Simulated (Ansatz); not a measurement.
# TiO2 (P4_2/mnm) in Ansatz: settings compared, part 2 of 2

Ansatz 0.2.0. The steps go on from the part before.

## 4. Single point, PBE

Contents of input.yaml:

```yaml
crystal:
  lattice:
    - [4.5998373239, 0.0, 0.0]
    - [0.0, 4.5998373239, 0.0]
    - [0.0, 0.0, 2.95921356]
  atoms:
    - { symbol: Ti, position: [0.0, 0.0, 0.5] }
    - { symbol: Ti, position: [0.5, 0.5, 0.0] }
    - { symbol: O, position: [0.30432132, 0.30432132, 0.5] }
    - { symbol: O, position: [0.19567868, 0.80432132, 0.0] }
    - { symbol: O, position: [0.80432132, 0.19567868, 0.0] }
    - { symbol: O, position: [0.69567868, 0.69567868, 0.5] }
hamiltonian:
  xc: pbe
  pseudopotentials: { kind: paw }
kpoints:
  mp_grid: { grid: [6, 6, 9] }
scf:
  occupations: { method: fermi_dirac, width: 0.05 }
basis:
  ecutwfc: "800 eV"
output:
  forces: true
  stress: true
  eigenvalues: true
  write_density: true
  write_potential: true
  elf: true
  volumetric_format: npy
```

Potentials or basis: Ansatz PAW.

On the command line:

```
> ansatz run input.yaml --threads 2 --pin off --max-ram 5120MiB --backend cpu --events-out ev --progress --plain --runs-dir out
```

Standard output:

```text
Warning: RAYON_NUM_THREADS=2 ignored (pool sized by the plan → 2); use --threads N
Engine: ansatz 0.2.0, aarch64-unknown-linux-gnu
Pseudopotentials: kind: paw
Pseudopotential: Ti, paw, valence charge 12, recommended cutoff 420 eV (normal), Ti.paw.azcp
Pseudopotential: O, paw, valence charge 6, recommended cutoff 420 eV (normal), O.paw.azcp
Functional definition: PBE
  parameter kappa = 0.804
  parameter beta = 0.06672455060314922
  exchange = pbe_x(kappa = kappa, mu = beta*pi^2/3)
  correlation = pbe_c(beta = beta)
[... 49 lines left out ...]
  atom   5  O      0.00312068    -0.00312068     0.00000000
  atom   6  O     -0.00312068    -0.00312068     0.00000000
  max |Σ_I F_I| component: 1.73e-18 eV/Å
--- Stress (GPa, compression-positive) ---
        4.508487       0.000000       0.000000
        0.000000       4.508487       0.000000
        0.000000       0.000000       3.681412
  P = ⅓ Tr σ = 4.2328 GPa (42.328 kbar)
--- Band table (eV; the first three rows and the last of 50) ---
  k-point 0: bands = ["-47.7790", "-47.7622", "-24.0957", "-24.0957", "-23.9319", "-23.9319", "-23.8919", "-23.8576", "-9.0986", "-7.9318", "-7.2015", "-7.2015", "3.3444", "3.7616", "4.1942", "5.2924", "5.2924", "6.5501", "6.5501", "7.1204", "8.3957", "8.6475", "8.6475", "9.1001", "10.9647", "11.2521", "11.4968", "11.5949", "11.5949", "13.4788"]
  k-point 1: bands = ["-47.7738", "-47.7580", "-24.0820", "-24.0820", "-23.9447", "-23.9295", "-23.9295", "-23.9132", "-8.9705", "-7.8594", "-7.2617", "-7.2617", "3.5229", "3.8960", "4.3358", "5.1495", "5.1495", "6.7512", "6.8052", "6.8052", "7.8887", "8.4006", "8.4006", "9.0390", "11.2666", "11.3696", "11.4180", "11.7531", "11.7531", "13.5631"]
  k-point 2: bands = ["-47.7605", "-47.7475", "-24.0759", "-24.0517", "-24.0461", "-24.0461", "-23.9245", "-23.9245", "-8.6285", "-7.6901", "-7.4134", "-7.4134", "3.9964", "4.2380", "4.7518", "5.0091", "5.0091", "5.9743", "6.8991", "7.2330", "7.2330", "7.7939", "7.7939", "8.7559", "11.3232", "11.5826", "11.7961", "12.1200", "12.1200", "13.2771"]
  k-point 49: bands = ["-47.7314", "-47.7314", "-24.3083", "-24.3083", "-23.9664", "-23.9664", "-23.9303", "-23.9303", "-7.7891", "-7.7891", "-7.5553", "-7.5553", "4.3823", "4.3823", "4.5494", "4.5494", "5.5813", "5.5813", "6.4212", "6.4212", "7.7784", "7.7784", "8.3937", "8.3937", "11.7428", "11.7428", "12.2807", "12.2807", "12.2824", "12.2824"]
```

v_z.tsv:

```text
# z_ang	v_es[eV]	v_tot[eV]
# format = ansatz-planar-average/11
# xc	pbe
# density_cutoff_ev	3200
# datasets	Ti=:simpson_from_first_knot:soft	O=:simpson_from_first_knot:soft
# lattice	4.599837324	0.000000000	0.000000000
# lattice	0.000000000	4.599837324	0.000000000
# lattice	0.000000000	0.000000000	2.959213560
# sites	6
# site	22	0.000000000	0.000000000	1.479606780
# site	22	2.299918662	2.299918662	0.000000000
# site	8	1.399828566	1.399828566	1.479606780
# site	8	0.900090096	3.699747228	0.000000000
# site	8	3.699747228	0.900090096	0.000000000
# site	8	3.200008758	3.200008758	1.479606780
0.000000	2.119709e0	-9.731333e0
0.098640	2.341107e0	-9.424240e0
0.197281	2.972339e0	-8.619090e0
0.295921	3.928864e0	-7.451782e0
0.394562	5.081005e0	-6.013917e0
0.493202	6.328151e0	-4.430609e0
[... 22 lines left out ...]
2.761933	2.972339e0	-8.619090e0
2.860573	2.341107e0	-9.424240e0
```

Wall time 7.4 s (2 threads of Arm Neoverse V2, shared host); peak memory 0.51 GiB.

What came out:

```
Free energy            : -7277.3154 eV
Pressure               : 4.2 GPa
Largest force          : 0.004 eV/Å
Band gap on the k mesh : 1.86 eV, direct
```

Forces in eV/Å, atoms in the order of the input:
```
Ti   0.000  0.000  0.000
Ti   0.000  0.000  0.000
O    0.003  0.003  0.000
O   -0.003  0.003  0.000
O    0.003 -0.003  0.000
O   -0.003 -0.003  0.000
```

Levels at points of the mesh, in eV from the valence-band top:
| k point | band 20 | band 21 | band 22 | band 23 | band 24 | band 25 | band 26 | band 27 | band 28 | band 29 |
| --- | --- | --- | --- | --- | --- | --- | --- | --- | --- | --- |
| (0.00, 0.00, 0.00) | -1.98 | -0.70 | -0.45 | -0.45 | 0.00 | 1.86 | 2.15 | 2.40 | 2.49 | 2.49 |
| (0.00, -0.50, 0.00) | -3.05 | -1.64 | -1.64 | -0.74 | -0.74 | 2.53 | 2.53 | 3.02 | 3.02 | 3.56 |
| (-0.50, -0.50, 0.00) | -2.18 | -1.31 | -1.31 | -1.07 | -1.07 | 1.90 | 1.90 | 2.52 | 2.52 | 3.82 |

Caveat: odd divisions of the mesh miss points on the zone boundary, where band edges often lie, so the gap on the mesh can be too wide.

## 5. The runs side by side

```tsv
task	level	U	cell	cutoff (eV)	hubbard projectors	double counting	gap on the mesh (eV)	pressure (GPa)	relaxed volume (Å³/atom)
relaxation of cell and atoms	PBE+U	Ti d U = 6 eV	relaxed	420	ortho-atomic (the default)	fll (the default)	2.50	0.0	10.87
relaxation of cell and atoms	revPBE+D4	-	relaxed	420	-	-	1.90	0.0	10.38
single point	PBE	-	as given	800	-	-	1.86	4.2	-
```

Alike in all rows: potentials or basis Ansatz PAW; no spin polarisation; k mesh 6 × 6 × 9; smearing fermi-dirac 0.05 eV.

Caveats: odd divisions of the mesh miss points on the zone boundary, where band edges often lie, so the gap on the mesh can be too wide; the plane-wave basis is chosen anew once the cell has moved, so the energies of steps on either side of that aren't comparable (some runs); the PAW data sets come from PBE, with cores solved anew for the run's functional, which leaves a small shift of forces and pressure (some runs).

Total energies depend on the potentials used, so only differences within one code and one set of settings carry meaning.

## 6. Against experiment

Step 4. The gap isn't set beside the measured one, since this odd mesh misses points on the zone boundary.
